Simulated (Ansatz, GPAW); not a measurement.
# Geometry or basis: what sets the conductance of ethane-1,2-dithiol between two Al chains

How well does ethane-1,2-dithiol between two Al chains conduct once its atoms have relaxed, and how much do cheaper levels lose?

Calculated with GPAW 26.7.0 and Ansatz 0.2.0; Ansatz plane waves; relaxation of the junction with the lead ends held; PAW set soft_1, in the first sound run; inputs show where later runs differ.

This is a report of a sequence of runs, with most program output left out.

**1. Starting point**

The cell holds 22 atoms: 14 Al, 2 S, 4 H and 2 C. Its edges and angles: a = 9.359 Å, b = 9.000 Å, c = 38.091 Å, α = 90.0°, β = 90.0°, γ = 90.0°. Regions: left lead, 7 atoms (7 Al); channel, 8 atoms (2 S, 4 H and 2 C); right lead, 7 atoms (7 Al). Vacuum lies along a and b. The structure is stacked along c, and the current runs across the ab planes.

**2. Relaxing the atoms**

Transmission follows bond lengths closely, so the atoms between the held lead ends are relaxed first, from a slightly shaken start that lets symmetry break.

The input, input.yaml:

```yaml
crystal:
  lattice:
    - [9.3589019158, 0.0, 0.0]
    - [0.0, 9.0, 0.0]
    - [0.0, 0.0, 38.0905692368]
  atoms:
    - { symbol: Al, position: [0.5, 0.5, 0.031503861] }
    - { symbol: Al, position: [0.5, 0.5, 0.0945115831] }
    - { symbol: Al, position: [0.5, 0.5, 0.1575193052] }
    - { symbol: Al, position: [0.5, 0.5, 0.2205270272] }
    - { symbol: Al, position: [0.5, 0.5, 0.2835347493] }
    - { symbol: Al, position: [0.4955199282, 0.495986635, 0.3455168088] }
    - { symbol: Al, position: [0.4980039794, 0.5048242671, 0.4082890042] }
    - { symbol: S, position: [0.3849363931, 0.4136051557, 0.4543894023] }
    - { symbol: H, position: [0.6504899844, 0.5199113714, 0.4864337977] }
    - { symbol: H, position: [0.4137050197, 0.635680025, 0.4896289113] }
    - { symbol: C, position: [0.4219891295, 0.5118596914, 0.4927945047] }
    - { symbol: C, position: [0.5728690134, 0.4840139023, 0.5060029961] }
    - { symbol: H, position: [0.5889950295, 0.3700120852, 0.5115452684] }
    - { symbol: H, position: [0.3452043837, 0.4791101975, 0.5161142414] }
    - { symbol: S, position: [0.6186319472, 0.5876093705, 0.5445792118] }
    - { symbol: Al, position: [0.505891154, 0.4980721637, 0.5913860258] }
    - { symbol: Al, position: [0.5045623105, 0.4922519955, 0.6545215517] }
    - { symbol: Al, position: [0.5, 0.5, 0.7164652507] }
    - { symbol: Al, position: [0.5, 0.5, 0.7794729728] }
    - { symbol: Al, position: [0.5, 0.5, 0.8424806948] }
    - { symbol: Al, position: [0.5, 0.5, 0.9054884169] }
    - { symbol: Al, position: [0.5, 0.5, 0.968496139] }
kpoints:
  mp_grid: { grid: [1, 1, 2] }
hamiltonian:
  xc: pbe
  pseudopotentials: { kind: paw, azcp: { folder: soft_1 } }
scf:
  occupations: { method: fermi_dirac, width: 0.1 }
relax:
  f_tol: 0.03
  max_steps: 80
  constraints: [{ sites: [0, 1, 2, 3, 4, 17, 18, 19, 20, 21] }]
```

Started as:

```
$ ansatz run input.yaml --threads 4 --pin off --max-ram 8192MiB --backend cpu --events-out ev --progress --plain --runs-dir out
```

Run time: 99 s. Hardware: 4 threads of Intel Xeon Platinum 8488C (Sapphire Rapids), shared host; peak memory 2.8 GiB; 6.1 min of CPU time.

The steps of the relaxation:

```
step  energy less that of the first step (eV)  largest force component (eV/Å)
   1                                   0.0000                          2.6746
   2                                  -0.4577                          1.6528
   3                                  -0.7630                          0.5331
   4                                  -1.0220                          0.3588
   5                                  -1.1777                          0.2385
   6                                  -1.2604                          0.0890
   7                                  -1.3076                          0.0671
   8                                  -1.3439                          0.1368
   9                                  -1.3569                          0.2857
  10                                  -1.3791                          0.1691
  11                                  -1.3965                          0.0769
  12                                  -1.4058                          0.2052
  13                                  -1.4123                          0.1203
  14                                  -1.4175                          0.0495
  15                                  -1.4196                          0.1197
  16                                  -1.4214                          0.0763
  17                                  -1.4222                          0.0357
  18                                  -1.4229                          0.0179
  19                                  -1.4232                          0.0539
  20                                  -1.4234                          0.0170
```

The atoms that moved most (Å):

```
atom      dx      dy      dz  length
Al17   0.109   1.539   0.276   1.567
 Al6  -0.104  -1.435  -0.278   1.465
 H14   0.055   0.697  -1.012   1.230
 H10   0.953  -0.098  -0.653   1.159
  H9  -0.004  -0.689   0.913   1.144
 H13  -0.967   0.047   0.606   1.142
 S15  -0.707   0.343   0.177   0.805
  S8   0.686  -0.355  -0.139   0.785
```

Numbers from this step:

```yaml
free_energy: -9870.7581 eV
smearing_term_ts: 0.6134 eV
symmetry_operations: 1
```

The relaxation lowered the energy of the cell by 1.42 eV.

**3. Plane waves, PBE**

A plane-wave run comes first: its basis does not favour the atoms, so it serves as the reference for the orbital bases.

This step: Ansatz plane waves; Landauer transmission by layers, zero bias; PAW set soft_1 (Ansatz 0.2.0).

The input, input.yaml:

```yaml
crystal:
  lattice:
    - [9.3589019158, 0.0, 0.0]
    - [0.0, 9.0, 0.0]
    - [0.0, 0.0, 38.0905692368]
  atoms:
    - { symbol: Al, position: [0.5, 0.5, 0.031503861] }
    - { symbol: Al, position: [0.5, 0.5, 0.0945115831] }
    - { symbol: Al, position: [0.5, 0.5, 0.1575193052] }
    - { symbol: Al, position: [0.5, 0.5, 0.2205270272] }
    - { symbol: Al, position: [0.5, 0.5, 0.2835347493] }
    - { symbol: Al, position: [0.4844325029, 0.3365566547, 0.3382096487] }
    - { symbol: Al, position: [0.4898614777, 0.4765533512, 0.398059815] }
    - { symbol: S, position: [0.4582379815, 0.3741761634, 0.4507274923] }
    - { symbol: H, position: [0.6500998186, 0.4433489966, 0.5103992651] }
    - { symbol: H, position: [0.5154880646, 0.6247706417, 0.4724757322] }
    - { symbol: C, position: [0.4620311192, 0.5267617359, 0.4835016868] }
    - { symbol: C, position: [0.5391709412, 0.4732261194, 0.516448873] }
    - { symbol: H, position: [0.4857116773, 0.3751924836, 0.5274664147] }
    - { symbol: H, position: [0.351079475, 0.5565843469, 0.4895370888] }
    - { symbol: S, position: [0.5431182417, 0.625736523, 0.5492203857] }
    - { symbol: Al, position: [0.5106072707, 0.5235985364, 0.6018806724] }
    - { symbol: Al, position: [0.5161610418, 0.6632407396, 0.6617707031] }
    - { symbol: Al, position: [0.5, 0.5, 0.7164652507] }
    - { symbol: Al, position: [0.5, 0.5, 0.7794729728] }
    - { symbol: Al, position: [0.5, 0.5, 0.8424806948] }
    - { symbol: Al, position: [0.5, 0.5, 0.9054884169] }
    - { symbol: Al, position: [0.5, 0.5, 0.968496139] }
kpoints:
  mp_grid: { grid: [1, 1, 2] }
hamiltonian:
  xc: pbe
  pseudopotentials: { kind: paw, azcp: { folder: soft_1 } }
scf:
  occupations: { method: fermi_dirac, width: 0.1 }
output:
  transmission:
    leads: [[0, 1]]
    e_range: [-2, 2]
    de: 0.025
    kmesh: [1, 1]
    reduced_basis: true
  write_potential: true
  write_density: true
  volumetric_format: npy
  elf: true
```

Elapsed: 56 s, on 4 threads; peak memory 2.8 GiB.

Numbers from this step:

| Quantity | Value |
| --- | --- |
| free energy | -9870.7584 eV |
| lead level | 0 eV from the Fermi level |
| transmission at the Fermi level (one spin) | 0.003301 |
| open channels of the lead at the Fermi level (one spin) | 2 |
| step of the potential along the lead | 2.5 meV |
| offset of the lead | 0 Å |
| filling of the lead less its bulk value, in size | 12.3 meV |
| conductance | 0.003300 G₀ |

One spin. Transmission, zone mean against energy, zero at the Fermi level:

```
energy (eV)  transmission, zone mean
     -2.000                  0.00608
     -1.900                   0.0114
     -1.800                   0.0184
     -1.700                   0.0270
     -1.650                   0.0297
     -1.600                   0.0277
     -1.500                  0.00911
     -1.400                   3.0e-4
     -1.300                   5.6e-5
     -1.200                        0
     -1.100                        0
     -1.000                        0
     -0.900                        0
     -0.800                        0
     -0.700                        0
     -0.600                        0
     -0.500                        0
     -0.400                        0
     -0.300                   4.1e-4
     -0.200                  0.00110
     -0.100                  0.00211
      0.000                  0.00330
      0.100                  0.00448
      0.200                  0.00554
      0.300                  0.00655
      0.400                  0.00763
      0.500                  0.00887
      0.600                   0.0102
      0.700                   0.0117
      0.800                   0.0130
      0.900                   0.0143
      1.000                   0.0188
      1.100                   0.0206
      1.200                   0.0212
      1.300                   0.0209
      1.400                   0.0209
      1.500                   0.0227
      1.600                   0.0282
      1.700                   0.0389
      1.800                   0.0564
      1.900                   0.0833
      2.000                    0.124
```

One spin. The open channels, zone mean by energy, zero at the Fermi level:

```
energy (eV)  open channels, zone mean
     -2.000                         1
     -1.800                         1
     -1.600                         1
     -1.400                         1
     -1.200                         0
     -1.000                         0
     -0.800                         0
     -0.600                         0
     -0.400                         0
     -0.200                         2
      0.000                         2
      0.200                         2
      0.400                         2
      0.600                         2
      0.800                         2
      1.000                         3
      1.200                         3
      1.400                         3
      1.600                         3
      1.800                         3
      2.000                         3
```

Crystal 0, spin -, k parallel (0, 0); distinct values, listed up to 1.5 1/Å. Im kz of the slowest decaying states against energy, zero at the Fermi level:

```
energy (eV)  decay 1 (Å⁻¹)  decay 2 (Å⁻¹)  decay 3 (Å⁻¹)  decay 4 (Å⁻¹)
     -2.000          0.672          0.672           1.15           1.26
     -1.800          0.629          0.629           1.13           1.24
     -1.600          0.582          0.582           1.11           1.22
     -1.400          0.532          0.532           1.08           1.20
     -1.200         0.0352          0.476          0.476           1.06
     -1.000         0.0786          0.413          0.413           1.03
     -0.800         0.0996          0.338          0.338           1.01
     -0.600          0.112          0.240          0.241          0.981
     -0.400         0.0383         0.0409          0.119          0.954
     -0.200          0.121          0.926           1.06           1.14
      0.000          0.119          0.897           1.03           1.11
      0.200          0.112          0.867           1.01           1.09
      0.400          0.101          0.836          0.980           1.07
      0.600         0.0837          0.804          0.953           1.04
      0.800         0.0534          0.771          0.925           1.02
      1.000          0.736          0.896          0.990           1.06
      1.200          0.699          0.866          0.963           1.04
      1.400          0.660          0.835          0.935           1.01
      1.600          0.619          0.803          0.906          0.986
      1.800          0.575          0.770          0.877          0.959
      2.000          0.526          0.735          0.846          0.930
```

Crystal 0, spin -, k parallel (0, 0). The Re kz of states that move upwards by energy, zero at the Fermi level:

```
energy (eV)  channel 1 (Å⁻¹)  channel 2 (Å⁻¹)  channel 3 (Å⁻¹)
     -2.000             1.13                -                -
     -1.900             1.15                -                -
     -1.800             1.16                -                -
     -1.700             1.18                -                -
     -1.600             1.20                -                -
     -1.500             1.22                -                -
     -1.400             1.24                -                -
     -1.300             1.27                -                -
     -1.200                -                -                -
     -1.100                -                -                -
     -1.000                -                -                -
     -0.900                -                -                -
     -0.800                -                -                -
     -0.700                -                -                -
     -0.600                -                -                -
     -0.500                -                -                -
     -0.400                -                -                -
     -0.300            0.163            0.163                -
     -0.200            0.234            0.234                -
     -0.100            0.288            0.288                -
      0.000            0.333            0.333                -
      0.100            0.373            0.373                -
      0.200            0.409            0.409                -
      0.300            0.442            0.442                -
      0.400            0.473            0.473                -
      0.500            0.502            0.502                -
      0.600            0.529            0.529                -
      0.700            0.555            0.555                -
      0.800            0.580            0.580                -
      0.900            0.603            0.604                -
      1.000            -1.26            0.626            0.627
      1.100            -1.24            0.648            0.649
      1.200            -1.22            0.670            0.670
      1.300            -1.20            0.691            0.691
      1.400            -1.19            0.711            0.711
      1.500            -1.17            0.730            0.730
      1.600            -1.16            0.749            0.749
      1.700            -1.15            0.768            0.768
      1.800            -1.14            0.786            0.786
      1.900            -1.12            0.804            0.804
      2.000            -1.11            0.821            0.821
```

The electrostatic potential energy of an electron (with the applied field's), less the Fermi level, planar mean oscillates, so the rows of the table below give means over windows of 2.31 Å about each position, cut where the curve ends. Its first 14 maxima inside the range that stand out by 2 % of the span (Å: eV): 1.2: 3.23, 2.4: 3.84, 3.6: 3.23, 4.8: 3.84, 7.1: 3.83, 9.5: 3.76, 11.9: 3.44, 12.9: 3.11, 14.0: 3.54, 16.2: 3.49, 17.9: 2.87, 19.0: 3.20, 20.2: 2.87, 21.9: 3.49. Its first 14 minima: 0.9: 3.20, 1.5: 3.20, 3.3: 3.20, 3.9: 3.20, 5.7: 3.20, 8.6: 3.18, 11.2: 3.06, 12.5: 3.07, 13.2: 3.06, 15.5: 2.94, 17.3: 2.70, 18.5: 2.64, 19.6: 2.64, 20.8: 2.70.

Electrostatic potential energy of an electron (with the applied field's), less the Fermi level, planar mean against z; means over each step:

z (Å), electrostatic potential energy of an electron (with the applied field's), less the Fermi level, planar mean (eV) and a bar from the least value:
```
     1.16       3.43 #############################
     3.46       3.43 #############################
     5.77       3.43 #############################
     8.08       3.41 ############################
    10.39       3.33 ########################
    12.70       3.21 ##################
    15.01       3.17 #################
    17.32       2.90 ###
    19.63       2.83 
    21.94       3.07 ###########
    24.25       3.22 ###################
    26.56       3.18 #################
    28.87       3.40 ###########################
    31.18       3.45 ##############################
    33.49       3.45 ##############################
    35.80       3.45 ##############################
```

The valence density, planar mean oscillates, so the rows of the table below give means over windows of 2.38 Å about each position, cut where the curve ends. Its maxima inside the range that stand out by 2 % of the span (Å: e/Å³): 2.4: 0.0169, 4.8: 0.0169, 7.0: 0.0170, 9.4: 0.0170, 11.8: 0.0196, 14.3: 0.0175, 18.2: 0.0629, 19.9: 0.0630, 23.8: 0.0175, 26.3: 0.0196, 28.7: 0.0170, 31.1: 0.0170, 33.3: 0.0169, 35.7: 0.0169. Its first 14 minima: 1.2: 0.0121, 3.6: 0.0121, 6.0: 0.0122, 8.3: 0.0123, 10.6: 0.0129, 12.9: 0.0142, 15.3: 0.0123, 19.0: 0.0476, 22.8: 0.0123, 25.1: 0.0142, 27.5: 0.0129, 29.8: 0.0123, 32.1: 0.0122, 34.5: 0.0121.

The valence density, planar mean by z; means over each step:

```
z (Å)  valence density, planar mean (e/Å³)
 1.19                               0.0148
 3.57                               0.0148
 5.95                               0.0149
 8.33                               0.0149
10.71                               0.0159
13.09                               0.0164
15.47                               0.0186
17.85                               0.0542
20.23                               0.0542
22.61                               0.0187
24.99                               0.0164
27.37                               0.0159
29.75                               0.0149
32.13                               0.0149
34.51                               0.0148
36.89                               0.0147
```

Valence density in the cb plane at fractional x = 0.500, with atoms of Al and H within 0.2 Å of it. It is the smooth field of the valence electrons, not physical close to the nuclei.

Ten steps, logarithmic in the rise over the least value, from '0' (0.0 e/Å³) to '9' (1.7 e/Å³), each cell a mean:
```
00000000000000000000000000000000000000000000
00000000000000000000000000000000000000000000
00000000000000000000000000000000000000001111
00000000000000000000000000000011100000012223
00000000000000000000000000001223221001123344
00000000000000000000001111012455532111234555
11111100000001111000012332124677754322345554
22222211100111222111135664335789875433455543
44444332111123333221247986446888987544556543
55544443222234454432358998666888987644566554
66544554323345554444457999888888877543565555
66434555433455444555567999999876666533555444
66434665544555434567778889999875445444554333
55545666555566544678888877799974334455543322
44445666545666545678988765579974222344432211
33334555434555444578998753457863111223221111
11223455444554333357888642234432100111111000
11112345555543221235666431112210000000000000
00011234444432111123343211000000000000000000
00000123333321100001121100000000000000000000
00000011222110000000000000000000000000000000
00000000111000000000000000000000000000000000
00000000000000000000000000000000000000000000
00000000000000000000000000000000000000000000
```
Columns run along c (16.0 Å, from fractional 0.25 to 0.67 of the cell), rows up along b (9.0 Å). Atoms in or near the plane, at fractional coordinates: Al at (0.28, 0.50), Al at (0.34, 0.34), Al at (0.40, 0.48), H at (0.47, 0.62), H at (0.53, 0.38), Al at (0.60, 0.52), Al at (0.66, 0.66).

Electrostatic potential energy in the cb plane at fractional x = 0.500, with atoms of Al and H within 0.2 Å of it. With pseudopotentials it is smooth inside the atoms' cores, unlike the true potential.

Ten even steps from '0' (-29 eV) to '9' (1 eV), each cell a mean:
```
99999999999999999999999999999999999999999999
99999999999999999999999999999999999999999999
99999999999999999999999999999999999999999999
99999999999999999999999999999999999999999999
99999999999999999999999999999999998888999999
99999999999999999999999999999999975446899999
99999999999999999999997567899999853433789999
99999999999999867999972003788888736983689999
99999998889999602789850001676567735863687778
99999876678999720478860002643335753334764346
99999743336899730036564235636853776567744644
99998537735888720021026777637963788888637973
77787449944765552330006898733534899999736853
43467535535510147762016899864457899999853335
35436753356300027887403899887788999999876568
69836887787400038998625899999999999999998889
47636899998732479999988999999999999999999999
33358999999988899999999999999999999999999999
76789999999999999999999999999999999999999999
88899999999999999999999999999999999999999999
99999999999999999999999999999999999999999999
99999999999999999999999999999999999999999999
99999999999999999999999999999999999999999999
99999999999999999999999999999999999999999999
```
Columns run along c (16.0 Å, from fractional 0.33 to 0.75 of the cell; values clipped at the 3rd and 97th percentile), rows up along b (9.0 Å). Atoms in or near the plane, at fractional coordinates: Al at (0.34, 0.34), Al at (0.40, 0.48), H at (0.47, 0.62), H at (0.53, 0.38), Al at (0.60, 0.52), Al at (0.66, 0.66), Al at (0.72, 0.50).

[end of part 1 of 3]

[Logs are printed without paths, hosts, clocks, repeated set-up lines and the standing remarks that a program may print on its own settings, such as how far it seeks lower states.]

[Hosts, paths, dates, database ids (printed as entryN), source tags and the programs' standing remarks are cut or masked in the printed files.]
